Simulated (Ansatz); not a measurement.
# Cu/BN/Cu: conductance against the thickness of the layer, part 4 of 6

Wanted: T(E), the conductance and its decay constant for Cu/BN/Cu. Both electrodes are Cu fcc(001); the barrier is BN zinc blende(001) (B and B faces). In the first transport cell, after relaxation, the nearest pair of electrode and barrier is Cu–B at 2.36 Å, at a slant, at the lower face and Cu–B at 2.36 Å, at a slant, at the upper one. All share a net of side 2.567 Å, which strains the lower electrode by +0.0 % and the barrier by +0.0 %, against typed lattice constants near PBE's. The first steps treat the bulk electrodes alone.

Ansatz 0.2.0; PBE DFT, plane waves, PAW files (the session's first sound run).

So far, transmission at the Fermi level (a spin, zone mean): step 4 (transmission over a wide range of energy) 5.7e-5. Also channels of the lower lead: step 4 0.883.

## 5. Conductance, atomic planes in the barrier 7, gap between the electrodes 8.49 Å

Level of this step: PBE DFT, plane waves, PAW files; ballistic transmission by layer matching between semi-infinite leads (Ansatz).

System of this step: Cu/BN/Cu. The cell holds 29 atoms: 22 Cu, 4 B and 3 N. Its edges and angles: a = 2.567 Å, b = 2.567 Å, c = 58.903 Å, α = 90.0°, β = 90.0°, γ = 90.0°. Regions: left electrode, 11 atoms (11 Cu); barrier, 7 atoms (4 B and 3 N); right electrode, 11 atoms (11 Cu). Vacuum lies along c.

The conductance needs T(E) within ten thermal energies of the Fermi level, on steps under 1.5 kT, and a finer mesh (32×32), since the current can rest on few wavevectors.

Contents of input.yaml:

```yaml
crystal:
  lattice:
    - [2.567, 0.0, 0.0]
    - [0.0, 2.567, 0.0]
    - [0.0, 0.0, 58.9031955671]
  atoms:
    - { symbol: Cu, position: [0.0, 0.0, 0.1188390533] }
    - { symbol: Cu, position: [0.5, 0.5, 0.1495992088] }
    - { symbol: Cu, position: [0.0, 0.0, 0.1803593643] }
    - { symbol: Cu, position: [0.5, 0.5, 0.2111195198] }
    - { symbol: Cu, position: [0.0, 0.0, 0.2418796753] }
    - { symbol: Cu, position: [0.5, 0.5, 0.2726398308] }
    - { symbol: Cu, position: [0.0, 0.0, 0.3033999863] }
    - { symbol: Cu, position: [0.5, 0.5, 0.3341601418] }
    - { symbol: Cu, position: [0.0, 0.0, 0.3649202973] }
    - { symbol: Cu, position: [0.5, 0.5, 0.3956804528] }
    - { symbol: Cu, position: [0.0, 0.0, 0.4279261739] }
    - { symbol: B, position: [0.5, 0.5, 0.4535594119] }
    - { symbol: "N", position: [0.0, 0.5, 0.4691499819] }
    - { symbol: B, position: [0.0, 0.0, 0.4846414831] }
    - { symbol: "N", position: [0.5, 0.0, 0.499986626] }
    - { symbol: B, position: [0.5, 0.5, 0.5153591446] }
    - { symbol: "N", position: [0.0, 0.5, 0.5308506155] }
    - { symbol: B, position: [0.0, 0.0, 0.5464411326] }
    - { symbol: Cu, position: [0.5, 0.5, 0.5720742506] }
    - { symbol: Cu, position: [0.0, 0.0, 0.6043195472] }
    - { symbol: Cu, position: [0.5, 0.5, 0.6350797027] }
    - { symbol: Cu, position: [0.0, 0.0, 0.6658398582] }
    - { symbol: Cu, position: [0.5, 0.5, 0.6966000137] }
    - { symbol: Cu, position: [0.0, 0.0, 0.7273601692] }
    - { symbol: Cu, position: [0.5, 0.5, 0.7581203247] }
    - { symbol: Cu, position: [0.0, 0.0, 0.7888804802] }
    - { symbol: Cu, position: [0.5, 0.5, 0.8196406357] }
    - { symbol: Cu, position: [0.0, 0.0, 0.8504007912] }
    - { symbol: Cu, position: [0.5, 0.5, 0.8811609467] }
kpoints:
  mp_grid: { grid: [10, 10, 1] }
scf:
  occupations: { method: fermi_dirac, width: 0.1 }
  max_iter: 150
hamiltonian:
  xc: pbe
output:
  transmission:
    kmesh: [32, 32]
    e_range: [-0.26, 0.27]
    de: 0.0375
    leads: [[4, 5], [23, 24]]
```

On the command line:

```bash
$ ansatz run input.yaml --threads 4 --pin off --max-ram 12288MiB --backend cpu --events-out ev --progress --plain --runs-dir out
```

Numbers of over 12 decimals in the logs are rounded to 6 here.

What it wrote:

```text
Warning: at least one further symmetry operation maps every atom of the structure, as the run holds it, onto an atom to within 2.60e-5 (fractional), and is not used: no operation is sought that the atoms, as the run holds them, miss by more than 2.00e-5, twice crystal.symmetry.tolerance (1.0e-5). The run uses 4 unitary operations. The run imposes no operation that its atoms and lattice do not hold. Figures that only  [...]
[...]
Crystal: 29 atoms, lattice volume = 388.142 Å³
Basis set: ecut = 420 eV, 7649 PW (Γ)
Bands: 267, of which v1, the nominal top of the filled ones, is band 223 counted from 1 (222 counted from 0)
Symmetry: 4 space group operations
[...]
k-points: 36 of 100
[...]
SCF iter   1: F=—  HF=-147532.362974 eV  |F-HF|=—  |Δ(HF+E_count)|=         —  Δρ=6.58e-3  dr2=9.22e0  ethr=1.77e-3  ⟨swp⟩=6.1  Hψ=35675  notcnv=0  defer=544
[...]
SCF iter  12: F=-147532.272070 eV  HF=-147532.272070 eV  |F-HF|=1.17e-8  |Δ(HF+E_count)|=   1.18e-8  Δρ=1.61e-6  dr2=1.82e-8  ethr=2.25e-11  ⟨swp⟩=3.9  Hψ=20841  notcnv=0
SCF 1 converged in 12 iterations: F = -147532.272070 eV  dr2 = 1.82e-8
[...]
transmission: 1130 of 11271 steps passed
transmission: 2257 of 11271 steps passed
[...]
transmission: 11271 of 11271 steps passed
SCF converged after 12 iterations
Free energy (F): -147532.272070 eV
[...]
Internal energy: -147531.979099 eV  (E = F + TS)
E sigma→0 (E₀):  -147532.125585 eV
Entropy (-TS):   -0.292971 eV (-10.102 meV/atom)
Fermi energy:    11.701919 eV
[...]
--- Band table (eV; the first three rows and the last of 36) ---
  k-point 0: bands = [... 219 lower, 10.1882, 10.1882, 10.2614, 10.2614, 10.2644, 10.2644, 10.2648, 10.2648, ... 40 higher]
  k-point 1: bands = [... 219 lower, 10.1855, 10.1856, 10.2135, 10.2140, 10.2312, 10.2747, 10.2749, 10.7827, ... 40 higher]
  k-point 2: bands = [... 219 lower, 10.1775, 10.1779, 10.2505, 10.2507, 10.2528, 10.7490, 10.8490, 11.5722, ... 40 higher]
  k-point 35: bands = [... 219 lower, 13.7936, 13.9484, 13.9842, 14.2804, 14.4854, 14.7075, 14.7869, 15.0525, ... 40 higher]
--- Transmission ---
  basis      : 61 plane waves across, 39 finite elements along
  points     : 289, standing for a mesh of 32 x 32
  filling    : by the input's occupations and mesh, since the crystals that have channels conduct as metals do. If one of these is a semiconductor, that mesh has misplaced its level
[...]
filled         : 50.3 meV under the level at which it is neutral
    channels       : 9.072266e-1 a spin
    conductance    : 1.0708e15 S/m² at 300 K; may be off by some 0.0 % by where its bands' edges are placed, 2.6 % from the k-mesh, 0.8 % from the distance to neutral
    slowest decay  : 0.0431 /Å at (0.5000, 0.1875)
[...]
filled         : 51.6 meV under the level at which it is neutral
    channels       : 9.072266e-1 a spin
[...]
slowest decay  : 0.0516 /Å at (0.1875, 0.5000)
  junction   : crystal 0 to crystal 1, 15.85 to 42.64 Å
    transmission   : 2.812735e-3 a spin
    conductance    : 3.3168e12 S/m² at 300 K (3.4794e12 on every other point, 3.3171e12 on every other energy)
    error estimate : 0.0 % from the energy spacing and 0.0 % from band edges of the leads and from resonances (wavevectors taken as independent; lower de), 12.0 % from the k-mesh, 3.1 % from the steps of its leads' Hamiltonians or their offsets (lay more layers), 0.9 % from the distance to neutral
    resistance     : 3.0056e-1 Ω µm² beyond half of each lead's own
```

Wall time 6.7 min (4 threads of Arm Neoverse V1, shared host); peak memory 3.8 GiB; 26 min of CPU time.

Numbers from this step:

- free energy: -147532.2721 eV
- Fermi energy: 11.70 eV
- transmission at the Fermi level (a spin, zone mean): 0.002813
- channels of the lower lead: 0.9072
- channels of the upper lead: 0.9072
- potential step in the lower lead: 9.7 meV
- ballistic conductance of the lower lead: 1.07e15 S/m²
- potential step in the upper lead: 5.8 meV
- ballistic conductance of the upper lead: 1.07e15 S/m²
- junction conductance: 3.32e12 S/m²
- error estimates by source, in the log's order: 0, 0, 12, 3.1, 0.9 %
- resistance-area product beyond the leads: 0.3006 Ω um²

One spin. The transmission, zone mean by energy, zero at the Fermi level:

| energy (eV) | transmission, zone mean |
| --- | --- |
| -0.260 | 0.00307 |
| -0.223 | 0.00303 |
| -0.185 | 0.00300 |
| -0.147 | 0.00296 |
| -0.110 | 0.00291 |
| -0.072 | 0.00288 |
| -0.035 | 0.00285 |
| 0.003 | 0.00281 |
| 0.040 | 0.00278 |
| 0.077 | 0.00277 |
| 0.115 | 0.00280 |
| 0.152 | 0.00291 |
| 0.190 | 0.00299 |
| 0.228 | 0.00308 |
| 0.265 | 0.00320 |

One spin. Table of open channels, zone mean, lower lead = upper lead by energy, zero at the Fermi level:

| energy (eV) | open channels, zone mean, lower lead = upper lead |
| --- | --- |
| -0.260 | 0.876 |
| -0.223 | 0.876 |
| -0.185 | 0.892 |
| -0.147 | 0.899 |
| -0.110 | 0.892 |
| -0.072 | 0.899 |
| -0.035 | 0.907 |
| 0.003 | 0.907 |
| 0.040 | 0.915 |
| 0.077 | 0.923 |
| 0.115 | 0.938 |
| 0.152 | 0.938 |
| 0.190 | 0.938 |
| 0.228 | 0.927 |
| 0.265 | 0.919 |

Transmission over k1 and k2. At 0.0025 eV from the Fermi level.

Ten even steps from '_' (0.00 × 1e-2) to '@' (2.24 × 1e-2), each cell a mean:
```
____________..--..______________________________..--..__________
______::..__::##==..______..............______..==##::__..::____
____....________________..................________________....__
____::______........________....::....________........______::__
____@@--__..::::..______..::--++++++--::..______..::::..__--@@__
____----____....________..::====++====::..________....____----__
________________________....::::::::::....______________________
________..________......__________________......________..______
______....__..::::::..__________..__________..::::::..__....____
______..::__::====--..______::------::______..--====::__::..____
______::::__--++++==..____..--======--..____..==++++--__::::____
______..::__::==++--..______::--==--::______..--++==::__::..____
______..::__..------..________..::..________..------..__::..____
________..______......______________________......______..______
______________________......................____________________
____..::____..__________..::--======--::..__________..____::..__
____%%==__..::::..______..::==++++++==::..______..::::..__==%%__
____++..____..::....______..::------::..______....::..____..++__
____________________________..........__________________________
______::..__..----..____..................____..----..__..::____
________..__::##--______________________________--##::__..______
________________________________________________________________
```
Columns: k1 (b1) from -0.5 to 0.469; rows upwards: k2 (b2) from -0.5 to 0.469.

G = 3.3e12 S/m² (1/G = 0.301 Ω µm²). The largest error estimate is 12 %, from the mesh across the current. In the worse lead the potential repeats within 9.7 meV, which the program lets pass. By hand, Landauer's formula with T at one energy: G = (e²/h) ΣT / A = 3.874e-5 S × 0.00563 / 6.589 Å² = 3.3e12 S/m², with T summed over both spins. The printed value averages T over the Fermi window and is 1.0 times this.

## 6. Conductance on a fine mesh, 33 atoms

System of this step: Cu/BN/Cu. The cell holds 33 atoms: 22 Cu, 6 B and 5 N. Its edges and angles: a = 2.567 Å, b = 2.567 Å, c = 62.525 Å, α = 90.0°, β = 90.0°, γ = 90.0°. Regions: left electrode, 11 atoms (11 Cu); barrier, 11 atoms (6 B and 5 N); right electrode, 11 atoms (11 Cu). Vacuum lies along c.

Barrier layers are added or taken out in the middle, and the relaxed faces stay.

Contents of input.yaml:

```yaml
crystal:
  lattice:
    - [2.567, 0.0, 0.0]
    - [0.0, 2.567, 0.0]
    - [0.0, 0.0, 62.5253627015]
  atoms:
    - { symbol: Cu, position: [0.0, 0.0, 0.1119545685] }
    - { symbol: Cu, position: [0.5, 0.5, 0.1409327523] }
    - { symbol: Cu, position: [0.0, 0.0, 0.1699109361] }
    - { symbol: Cu, position: [0.5, 0.5, 0.19888912] }
    - { symbol: Cu, position: [0.0, 0.0, 0.2278673038] }
    - { symbol: Cu, position: [0.5, 0.5, 0.2568454876] }
    - { symbol: Cu, position: [0.0, 0.0, 0.2858236715] }
    - { symbol: Cu, position: [0.5, 0.5, 0.3148018553] }
    - { symbol: Cu, position: [0.0, 0.0, 0.3437800392] }
    - { symbol: Cu, position: [0.5, 0.5, 0.372758223] }
    - { symbol: Cu, position: [0.0, 0.0, 0.4031359119] }
    - { symbol: B, position: [0.5, 0.5, 0.4272841865] }
    - { symbol: "N", position: [0.0, 0.5, 0.4419715767] }
    - { symbol: B, position: [0.0, 0.0, 0.4565656371] }
    - { symbol: "N", position: [0.5, 0.0, 0.4710218181] }
    - { symbol: B, position: [0.5, 0.5, 0.4855175178] }
    - { symbol: "N", position: [0.0, 0.5, 0.5000003175] }
    - { symbol: B, position: [0.0, 0.0, 0.5144831006] }
    - { symbol: "N", position: [0.5, 0.0, 0.5289787934] }
    - { symbol: B, position: [0.5, 0.5, 0.5434349542] }
    - { symbol: "N", position: [0.0, 0.5, 0.5580289862] }
    - { symbol: B, position: [0.0, 0.0, 0.5727163264] }
    - { symbol: Cu, position: [0.5, 0.5, 0.596864488] }
    - { symbol: Cu, position: [0.0, 0.0, 0.627241777] }
    - { symbol: Cu, position: [0.5, 0.5, 0.6562199608] }
    - { symbol: Cu, position: [0.0, 0.0, 0.6851981447] }
    - { symbol: Cu, position: [0.5, 0.5, 0.7141763285] }
    - { symbol: Cu, position: [0.0, 0.0, 0.7431545124] }
    - { symbol: Cu, position: [0.5, 0.5, 0.7721326962] }
    - { symbol: Cu, position: [0.0, 0.0, 0.80111088] }
    - { symbol: Cu, position: [0.5, 0.5, 0.8300890639] }
    - { symbol: Cu, position: [0.0, 0.0, 0.8590672477] }
    - { symbol: Cu, position: [0.5, 0.5, 0.8880454315] }
kpoints:
  mp_grid: { grid: [10, 10, 1] }
scf:
  occupations: { method: fermi_dirac, width: 0.1 }
  max_iter: 150
hamiltonian:
  xc: pbe
output:
  transmission:
    kmesh: [32, 32]
    e_range: [-0.26, 0.27]
    de: 0.0375
    leads: [[4, 5], [27, 28]]
```

What it wrote:

```text
[...]
Crystal: 33 atoms, lattice volume = 412.010 Å³
Basis set: ecut = 420 eV, 8117 PW (Γ)
Bands: 277, of which v1, the nominal top of the filled ones, is band 231 counted from 1 (230 counted from 0)
Symmetry: 8 space group operations
[...]
k-points: 21 of 100
[...]
SCF iter   1: F=—  HF=-148616.896824 eV  |F-HF|=—  |Δ(HF+E_count)|=         —  Δρ=5.82e-3  dr2=7.02e0  ethr=1.77e-3  ⟨swp⟩=6.2  Hψ=21433  notcnv=0  defer=285
[...]
SCF iter  11: F=-148616.823389 eV  HF=-148616.823389 eV  |F-HF|=4.80e-9  |Δ(HF+E_count)|=   4.21e-8  Δρ=1.92e-6  dr2=3.03e-8  ethr=2.17e-11  ⟨swp⟩=12.0  Hψ=24268  notcnv=0
SCF 1 converged in 11 iterations: F = -148616.823389 eV  dr2 = 3.03e-8
[...]
transmission: 1276 of 12716 steps passed
transmission: 2546 of 12716 steps passed
[...]
transmission: 12716 of 12716 steps passed
SCF converged after 11 iterations
Free energy (F): -148616.823389 eV
[...]
Internal energy: -148616.530394 eV  (E = F + TS)
E sigma→0 (E₀):  -148616.676892 eV
Entropy (-TS):   -0.292995 eV (-8.879 meV/atom)
Fermi energy:    11.800150 eV
[...]
--- Band table (eV; the first three rows and the last of 21) ---
  k-point 0: bands = [... 227 lower, 10.2864, 10.3146, 10.3552, 10.3596, 10.3596, 10.3626, 10.3626, 10.3630, ... 42 higher]
  k-point 1: bands = [... 227 lower, 10.2838, 10.2847, 10.3117, 10.3122, 10.3225, 10.3729, 10.3731, 10.8858, ... 42 higher]
  k-point 2: bands = [... 227 lower, 10.2757, 10.2761, 10.3488, 10.3490, 10.3515, 10.8487, 10.9470, 11.6720, ... 42 higher]
  k-point 20: bands = [... 227 lower, 13.8479, 14.0442, 14.0681, 14.3272, 14.5139, 14.7454, 14.8547, 14.9520, ... 42 higher]
--- Transmission ---
  basis      : 61 plane waves across, 44 finite elements along
  points     : 289, standing for a mesh of 32 x 32
[...]
filled         : 50.3 meV under the level at which it is neutral
    channels       : 9.072266e-1 a spin
[...]
slowest decay  : 0.0433 /Å at (0.5000, 0.1875)
[...]
filled         : 51.6 meV under the level at which it is neutral
    channels       : 9.072266e-1 a spin
[...]
slowest decay  : 0.0516 /Å at (0.1875, 0.5000)
  junction   : crystal 0 to crystal 1, 15.85 to 46.26 Å
    transmission   : 5.760877e-5 a spin
[...]
resistance     : 1.4725e1 Ω µm² beyond half of each lead's own
```

It took 5.1 min on 4 threads; peak memory 3.3 GiB.

This step gave:

| Item | Value |
| --- | --- |
| free energy | -148616.8234 eV |
| Fermi energy | 11.80 eV |
| transmission at the Fermi level (a spin, zone mean) | 5.76e-5 |
| potential step in the lower lead | 9.8 meV |
| potential step in the upper lead | 5.9 meV |
| junction conductance | 6.79e10 S/m² |
| error estimates by source, in the log's order | 0.1, 0, 12.3, 3.4, 1.4 % |
| resistance-area product beyond the leads | 14.72 Ω um² |

One spin. Transmission, zone mean against energy, zero at the Fermi level:

| energy (eV) | transmission, zone mean |
| --- | --- |
| -0.260 | 6.6e-5 |
| -0.223 | 6.3e-5 |
| -0.185 | 6.1e-5 |
| -0.147 | 5.9e-5 |
| -0.110 | 5.8e-5 |
| -0.072 | 5.7e-5 |
| -0.035 | 5.9e-5 |
| 0.003 | 5.8e-5 |
| 0.040 | 5.7e-5 |
| 0.077 | 5.6e-5 |
| 0.115 | 5.7e-5 |
| 0.152 | 5.8e-5 |
| 0.190 | 5.8e-5 |
| 0.228 | 5.8e-5 |
| 0.265 | 5.9e-5 |

One spin. Table of open channels, zone mean, lower lead = upper lead by energy, zero at the Fermi level:

(Unchanged from step 5.)

Transmission over k1 and k2. At 0.0025 eV from the Fermi level.

Ten even steps from '0' (0.00 × 1e-4) to '9' (3.45 × 1e-4), each cell a mean:
```
00000191000000000000000001910000
00000141010000000000000101410000
00102652000000122210000002562010
04805962000001479741000002695084
01402310000001223221000000132041
00010000000000011100000000000100
00000000000001466641000000000000
00000000000024677764200000000000
00000111001354211124531001110000
00010562015751023201575102650100
00010982027840158510487202890100
00010662015751035301575102660100
00000231002553100013552001320000
00000000000135555555310000000000
00000000000002578752000000000000
00010000000000122210000000000100
00201100000000111110000000011020
05804751000001467641000001574085
00203872000000245420000002783020
00000121010000001000000101210000
00000292000000000000000002920000
00000020000000000000000000200000
```
Columns: k1 (b1) from -0.5 to 0.469; rows upwards: k2 (b2) from -0.5 to 0.469.

G = 6.8e10 S/m² (1/G = 14.7 Ω µm²), 0.020 times the step before of this kind. The largest error estimate is 12 %, from the mesh across the current. In the worse lead the potential repeats within 9.8 meV, which the program lets pass.

## 7. Conductance on a fine mesh, atomic planes in the barrier 13, gap between the electrodes 13.92 Å

System of this step: Cu/BN/Cu. The cell holds 35 atoms: 22 Cu, 7 B and 6 N. Cell: a = 2.567 Å, b = 2.567 Å, c = 64.336 Å, α = 90.0°, β = 90.0°, γ = 90.0°. Regions: left electrode, 11 atoms (11 Cu); barrier, 13 atoms (7 B and 6 N); right electrode, 11 atoms (11 Cu). Vacuum lies along c.

Barrier layers are added or taken out in the middle, and the relaxed faces stay.

Contents of input.yaml:

```yaml
crystal:
  lattice:
    - [2.567, 0.0, 0.0]
    - [0.0, 2.567, 0.0]
    - [0.0, 0.0, 64.3364462687]
  atoms:
    - { symbol: Cu, position: [0.0, 0.0, 0.1088030254] }
    - { symbol: Cu, position: [0.5, 0.5, 0.1369654677] }
    - { symbol: Cu, position: [0.0, 0.0, 0.16512791] }
    - { symbol: Cu, position: [0.5, 0.5, 0.1932903523] }
    - { symbol: Cu, position: [0.0, 0.0, 0.2214527946] }
    - { symbol: Cu, position: [0.5, 0.5, 0.2496152368] }
    - { symbol: Cu, position: [0.0, 0.0, 0.2777776791] }
    - { symbol: Cu, position: [0.5, 0.5, 0.3059401214] }
    - { symbol: Cu, position: [0.0, 0.0, 0.3341025637] }
    - { symbol: Cu, position: [0.5, 0.5, 0.362265006] }
    - { symbol: Cu, position: [0.0, 0.0, 0.391787557] }
    - { symbol: B, position: [0.5, 0.5, 0.415256053] }
    - { symbol: "N", position: [0.0, 0.5, 0.4295299902] }
    - { symbol: B, position: [0.0, 0.0, 0.443713225] }
    - { symbol: "N", position: [0.5, 0.0, 0.4577624616] }
    - { symbol: B, position: [0.5, 0.5, 0.4718501046] }
    - { symbol: "N", position: [0.0, 0.5, 0.4859252106] }
    - { symbol: B, position: [0.0, 0.0, 0.5000003005] }
    - { symbol: "N", position: [0.5, 0.0, 0.5140754065] }
    - { symbol: B, position: [0.5, 0.5, 0.5281504964] }
    - { symbol: "N", position: [0.0, 0.5, 0.5422381326] }
    - { symbol: B, position: [0.0, 0.0, 0.5562873497] }
    - { symbol: "N", position: [0.5, 0.0, 0.5704705568] }
    - { symbol: B, position: [0.5, 0.5, 0.5847444455] }
    - { symbol: Cu, position: [0.0, 0.0, 0.6082128316] }
    - { symbol: Cu, position: [0.5, 0.5, 0.637734994] }
    - { symbol: Cu, position: [0.0, 0.0, 0.6658974363] }
    - { symbol: Cu, position: [0.5, 0.5, 0.6940598786] }
    - { symbol: Cu, position: [0.0, 0.0, 0.7222223209] }
    - { symbol: Cu, position: [0.5, 0.5, 0.7503847632] }
    - { symbol: Cu, position: [0.0, 0.0, 0.7785472054] }
    - { symbol: Cu, position: [0.5, 0.5, 0.8067096477] }
    - { symbol: Cu, position: [0.0, 0.0, 0.83487209] }
    - { symbol: Cu, position: [0.5, 0.5, 0.8630345323] }
    - { symbol: Cu, position: [0.0, 0.0, 0.8911969746] }
kpoints:
  mp_grid: { grid: [10, 10, 1] }
scf:
  occupations: { method: fermi_dirac, width: 0.1 }
  max_iter: 150
hamiltonian:
  xc: pbe
output:
  transmission:
    kmesh: [32, 32]
    e_range: [-0.26, 0.27]
    de: 0.0375
    leads: [[4, 5], [29, 30]]
```

What it wrote:

```text
[...]
Crystal: 35 atoms, lattice volume = 423.944 Å³
Basis set: ecut = 420 eV, 8347 PW (Γ)
Bands: 282, of which v1, the nominal top of the filled ones, is band 235 counted from 1 (234 counted from 0)
Symmetry: 8 space group operations
[...]
k-points: 21 of 100
[...]
channels       : 9.072266e-1 a spin
[...]
slowest decay  : 0.0434 /Å at (0.5000, 0.1875)
[...]
filled         : 51.6 meV under the level at which it is neutral
    channels       : 9.072266e-1 a spin
[...]
slowest decay  : 0.0517 /Å at (0.1875, 0.5000)
  junction   : crystal 0 to crystal 1, 15.85 to 48.07 Å
    transmission   : 9.310668e-6 a spin
[...]
resistance     : 9.0921e1 Ω µm² beyond half of each lead's own
[key lines of the parts left out:]
SCF converged after 11 iterations
Free energy (F): -149159.098996 eV
Fermi energy:    11.845013 eV
```

It took 5.9 min on 4 threads; peak memory 3.6 GiB.

G = 1.1e10 S/m² (1/G = 90.9 Ω µm²), 0.16 times the step before of this kind. The largest error estimate is 14 %, from the mesh across the current. In the worse lead the potential repeats within 9.8 meV, which the program lets pass.

(Continued in part 5 of 6.)

[Logs are printed without paths, hosts, clocks, repeated set-up lines and the standing remarks that a program may print on its own settings, such as how far it seeks lower states.]

[Hosts, paths, dates, database ids (printed as entryN), source tags and the programs' standing remarks are cut or masked in the printed files.]
